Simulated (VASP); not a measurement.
# NaF (Villiaumite) (Fm-3m) in VASP: notebook

The runs below take NaF (Villiaumite) through single point, with PBEsol, vdW-DF.

Program: VASP 6.6.1. These are calculated values, not measurements. Logs are shortened: lines on timing, memory, paths and dates and some standing lists are left out, and cuts for length are marked.

## Step 1: The structure

It takes space group Fm-3m (No. 225, cubic). Conventional cell: a = 4.640 Å, b = 4.640 Å, c = 4.640 Å, α = 90.00°, β = 90.00°, γ = 90.00°. Na (site symmetry m-3m) is surrounded by 6 F at 2.32 Å. Around F (site symmetry m-3m) lie 6 Na at 2.32 Å.

## Step 2: Single point, PBEsol

Input file INCAR:

```
  ALGO = Fast
  EDIFF = 1E-6
  ENCUT = 550
  GGA = PS
  ISIF = 2
  ISMEAR = 0
  LASPH = T
  LCHARG = F
  LREAL = F
  LWAVE = F
  NELM = 100
  PREC = Accurate
  SIGMA = 0.05
```

Input file KPOINTS:

```
k-points
0
Gamma
  10 10 10
```

Input file POSCAR:

```
NaF
3.281
    0.000000000000      0.707101493447      0.707101493447
    0.707101493447      0.000000000000      0.707101493447
    0.707101493447      0.707101493447      0.000000000000
Na F
1 1
Direct
    0.0000000000      0.0000000000      0.0000000000
    0.5000000000      0.5000000000      0.5000000000
```

Potentials or basis: VASP PAW PBE potentials, release 64 (Na_sv_GW, F_GW).

Launch:

```console
$ cat potpaw_PBE.64/Na_sv_GW/POTCAR potpaw_PBE.64/F_GW/POTCAR > POTCAR
$ mpirun -np 1 vasp_std > vasp.out
```

OUTCAR:

```text
EDIFF = 1E-6
   ENCUT = 550
   GGA = PS
   ISIF = 2
   ISMEAR = 0
   LASPH = T
   LREAL = F
   NELM = 100
   PREC = Accurate

 ion  position               nearest neighbor table
   1  0.000  0.000  0.000-   2 2.32   2 2.32   2 2.32   2 2.32   2 2.32   2 2.32
   2  0.500  0.500  0.500-   1 2.32   1 2.32   1 2.32   1 2.32   1 2.32   1 2.32

  LATTYP: Found a face centered cubic cell.
 ALAT       =     4.6400000000

  Lattice vectors:

 A1 = (   0.0000000000,   2.3200000000,   2.3200000000)
 A2 = (   2.3200000000,   0.0000000000,   2.3200000000)
 A3 = (   2.3200000000,   2.3200000000,   0.0000000000)

Analysis of symmetry for initial positions (statically):
=====================================================================
 Subroutine PRICEL returns:
 Original cell was already a primitive cell.

 Routine SETGRP: Setting up the symmetry group for a
 face centered cubic supercell.

 Subroutine GETGRP returns: Found 48 space group operations
 (whereof 48 operations were pure point group operations)
 out of a pool of 48 trial point group operations.

The static configuration has the point symmetry O_h .

Analysis of symmetry for dynamics (positions and initial velocities):
=====================================================================
 Subroutine PRICEL returns:
 Original cell was already a primitive cell.

 Routine SETGRP: Setting up the symmetry group for a
 face centered cubic supercell.

 Subroutine GETGRP returns: Found 48 space group operations
 (whereof 48 operations were pure point group operations)
 out of a pool of 48 trial point group operations.

The dynamic configuration has the point symmetry O_h .

 Subroutine INISYM returns: Found 48 space group operations
 (whereof 48 operations are pure point group operations),
 and found     1 'primitive' translations

----------------------------------------------------------------------------------------

                                     Primitive cell

  volume of cell :      24.9743

  direct lattice vectors                    reciprocal lattice vectors
     0.000000000  2.320000000  2.320000000    -0.215517241  0.215517241  0.215517241
     2.320000000  0.000000000  2.320000000     0.215517241 -0.215517241  0.215517241
     2.320000000  2.320000000  0.000000000     0.215517241  0.215517241 -0.215517241

  length of vectors
     3.280975465  3.280975465  3.280975465     0.373286812  0.373286812  0.373286812

  position of ions in fractional coordinates (direct lattice)
     0.000000000  0.000000000  0.000000000
     0.500000000  0.500000000  0.500000000

[... 90 lines left out ...]
   EFERMI =   0.00;   METHOD = LEGACY
   ISMEAR =     0;   SIGMA  =   0.05  broadening in eV -4-tet -1-fermi 0-gaus
   EFERMI_NEDOS =   21; number of points for ismear=-14 and -15
   IALGO  =     68    algorithm
   IMIX   =      4    mixing-type and parameters
     AMIX     =   0.40;   BMIX     =  1.00
     AMIX_MAG =   1.60;   BMIX_MAG =  1.00
  volume/ion in A,a.u.               =      12.49        84.27
  Fermi-wavevector in a.u.,A,eV,Ry     =   1.411292  2.666955 27.099333  1.991745
  Thomas-Fermi vector in A             =   2.533158
   LORBIT       =      0    0 simple, 1 ext, 2 COOP (PROOUT), +10 PAW based schemes
   GGA     = PS    functional components
   LHFCALC =     F    Hartree Fock is set to
   AEXX    =    0.0000 exact exchange contribution
   IVDW    =     0    specifies the selected vdW correction
   LEPSILON=     F    determine dielectric tensor
   LRPA    =     F    only Hartree local field effects (RPA)
 non-spin polarized calculation
 RMM-DIIS sequential band-by-band and
 Gauss-broadening in eV      SIGMA  =   0.05
  energy-cutoff  :      550.00
  volume of cell :       24.97
 maximum number of plane-waves:       748
 NGX is ok and might be reduce to    28
   NGX = 13   NGY = 13   NGZ = 13

 number of electron      16.0000000 magnetization

 Free energy of the ion-electron system (eV)
  ---------------------------------------------------
  ext. energy  EPLUGINS =         0.00000000
  ---------------------------------------------------
  free energy    TOTEN  =       -10.78320768 eV

  energy without entropy =      -10.78320768  energy(sigma->0) =      -10.78320768

 E-fermi :  -1.6329     XC(G=0):  -9.4529

 val. band max:       -1.9255424726   @ k =   0.0000   0.0000   0.0000
 cond. band min:       4.2720597226   @ k =   0.0000   0.0000   0.0000
 fundamental gap:      6.1976021951
 Fermi energy:        -1.6328508989

 k-point     1 :       0.0000    0.0000    0.0000
  band No.  band energies     occupation
      1     -48.6933      2.00000
      2     -20.9601      2.00000
      3     -20.7456      2.00000
      4     -20.7456      2.00000
      5     -20.7456      2.00000
      6      -1.9255      2.00000
      7      -1.9255      2.00000
      8      -1.9255      2.00000
      9       4.2721      0.00000
     10      16.8634      0.00000
     11      16.8634      0.00000
     12      16.8634      0.00000
[... 331 lines left out ...]
 k-point    24 :       0.4000    0.3000    0.0000
  band No.  band energies     occupation
      1     -48.6793      2.00000
      2     -21.2376      2.00000
      3     -20.7941      2.00000
      4     -20.7860      2.00000
      5     -20.3517      2.00000
      6      -3.1143      2.00000
      7      -2.3126      2.00000
      8      -2.2558      2.00000
      9       8.5194      0.00000
     10      11.6967      0.00000
     11      14.7100      0.00000
     12      17.5309      0.00000

 [... further k-points ...]

------------------------ aborting loop because EDIFF is reached ----------------------------------------

  FORCE on cell =-STRESS in cart. coord.  units (eV):
  Direction    XX          YY          ZZ          XY          YZ          ZX
  --------------------------------------------------------------------------------------
  -------------------------------------------------------------------------------------
  Total       -0.2809908     -0.2809908     -0.2809908      0.0000000      0.0000000      0.0000000
  in kB      -18.0263888    -18.0263888    -18.0263888      0.0000000      0.0000000      0.0000000
  external PRESSURE =     -18.0263888 kB  Pullay stress =       0.0000000 kB

 VOLUME and BASIS-vectors are now :
 -----------------------------------------------------------------------------
  energy-cutoff  :      550.00
  volume of cell :       24.97
      direct lattice vectors                 reciprocal lattice vectors
     0.000000000  2.320000000  2.320000000    -0.215517241  0.215517241  0.215517241
     2.320000000  0.000000000  2.320000000     0.215517241 -0.215517241  0.215517241
     2.320000000  2.320000000  0.000000000     0.215517241  0.215517241 -0.215517241

 POSITION                                       TOTAL-FORCE (eV/Angst)
 -----------------------------------------------------------------------------------
      0.00000      0.00000      0.00000         0.000000      0.000000     -0.000000
      2.32000      2.32000      2.32000        -0.000000     -0.000000      0.000000
 -----------------------------------------------------------------------------------
    total drift:                                0.000000      0.000000      0.000000

  FREE ENERGIE OF THE ION-ELECTRON SYSTEM (eV)
  ---------------------------------------------------
  free  energy   TOTEN  =       -10.7832076790 eV

  energy  without entropy=      -10.7832076790  energy(sigma->0) =      -10.78320768
```

stdout:

```text
POSCAR found type information on POSCAR NaF
 POSCAR found :  2 types and       2 ions
 scaLAPACK will be used
 -----------------------------------------------------------------------------
|                                                                             |
|                                                                             |
|     You enforced a specific xc type in the INCAR file but a different       |
|     I HOPE YOU KNOW WHAT YOU ARE DOING!                                     |
|                                                                             |
 -----------------------------------------------------------------------------

 LDA part: xc-table for (Slater+PW92), standard interpolation
 POSCAR, INCAR and KPOINTS ok, starting setup
 FFT: planning ... GRIDC
 FFT: planning ... GRID_SOFT
 FFT: planning ... GRID
 WAVECAR not read
 entering main loop
```

Wall time 15 s (1 thread of Intel Xeon 6975P-C (Granite Rapids), shared host); peak memory 0.15 GiB.

What came out:

* Free energy: -10.7832 eV
* Band gap on the k mesh: 6.20 eV, direct

Levels at points of the mesh, in eV from the valence-band top:
| k point | band 4 | band 5 | band 6 | band 7 | band 8 | band 9 | band 10 | band 11 | band 12 |
| --- | --- | --- | --- | --- | --- | --- | --- | --- | --- |
| (0.00, 0.00, 0.00) | -18.82 | -18.82 | 0.00 | 0.00 | 0.00 | 6.20 | 18.79 | 18.79 | 18.79 |
| (0.50, 0.00, 0.00) | -18.83 | -18.04 | -1.60 | -0.26 | -0.26 | 10.58 | 12.34 | 19.95 | 19.95 |
| (0.50, 0.50, 0.00) | -18.87 | -18.79 | -1.29 | -0.41 | -0.41 | 12.95 | 13.07 | 13.59 | 19.60 |

Caveat: the cutoff is under 1.25 times the usual one of these potentials, so pressure, stress and relaxed cells hold a basis-set (Pulay) error; the PAW data sets were made with another functional, which shifts forces and pressure a little. A k mesh can miss the band edges.

## Step 3: Single point, PBEsol

Input file run.py:

```python
from ase.calculators.vasp import Vasp
from ase.dft.bandgap import bandgap
from ase.io import read

atoms = read('NaF.cif')
calc = Vasp(
    directory='calc',
    xc='pbesol',
    pp='PBE',
    setups='gw',
    prec='Accurate',
    encut=550,
    ediff=1e-06,
    ismear=0,
    sigma=0.05,
    lreal=False,
    lasph=True,
    nelm=80,
    algo='Fast',
    isif=2,
    lwave=False,
    lcharg=True,
    lelf=True,
    lvhar=True,
    kpts=[10, 10, 10],
    gamma=True,
    nbands=15,
)
atoms.calc = calc

print('energy (eV):', atoms.get_potential_energy())
print('free energy (eV):', atoms.get_potential_energy(force_consistent=True))
print('forces (eV/A):')
print(atoms.get_forces())
print('stress (eV/A^3, Voigt):', atoms.get_stress())
print('Fermi level (eV):', calc.get_fermi_level())
gap, top, bottom = bandgap(calc)
print('band gap (eV):', gap, 'from (spin, k, band)', top, 'to', bottom)
```

Input file NaF.cif:

```cif
data_NaF
_cell_length_a 3.28097546
_cell_length_b 3.28097546
_cell_length_c 3.28097546
_cell_angle_alpha 60.00000000
_cell_angle_beta 60.00000000
_cell_angle_gamma 60.00000000
_space_group_name_H-M_alt 'P1'
_space_group_name_Hall 'P 1'
_space_group_IT_number 1
loop_
_space_group_symop_operation_xyz
'x,y,z'
loop_
_atom_site_label
_atom_site_type_symbol
_atom_site_symmetry_multiplicity
_atom_site_Wyckoff_symbol
_atom_site_fract_x
_atom_site_fract_y
_atom_site_fract_z
_atom_site_occupancy
Na1 Na 1 a 0.0000000000 0.0000000000 0.0000000000 1
F1 F 1 a 0.5000000000 0.5000000000 0.5000000000 1
```

Potentials or basis: VASP PAW PBE potentials, release 64 (Na_sv_GW, F_GW).

Launch:

```console
$ python run.py
```

Wall time 20 s (1 thread of Intel Xeon 6975P-C (Granite Rapids), shared host); peak memory 0.16 GiB.

Results (log left out):

* Free energy: -10.7832 eV
* Band gap on the k mesh: 6.20 eV, direct

Levels at points of the mesh, in eV from the valence-band top:
| k point | band 4 | band 5 | band 6 | band 7 | band 8 | band 9 | band 10 | band 11 | band 12 | band 13 |
| --- | --- | --- | --- | --- | --- | --- | --- | --- | --- | --- |
| (0.00, 0.00, 0.00) | -18.82 | -18.82 | 0.00 | 0.00 | 0.00 | 6.20 | 18.79 | 18.79 | 18.79 | 21.51 |
| (0.50, 0.00, 0.00) | -18.83 | -18.04 | -1.60 | -0.26 | -0.26 | 10.58 | 12.34 | 19.95 | 19.95 | 22.72 |
| (0.50, 0.50, 0.00) | -18.87 | -18.79 | -1.29 | -0.41 | -0.41 | 12.95 | 13.07 | 13.59 | 19.60 | 19.60 |

Caveat: the cutoff is under 1.25 times the usual one of these potentials, so pressure, stress and relaxed cells hold a basis-set (Pulay) error; the PAW data sets were made with another functional, which shifts forces and pressure a little.

(Continued in part 2 of 2.)
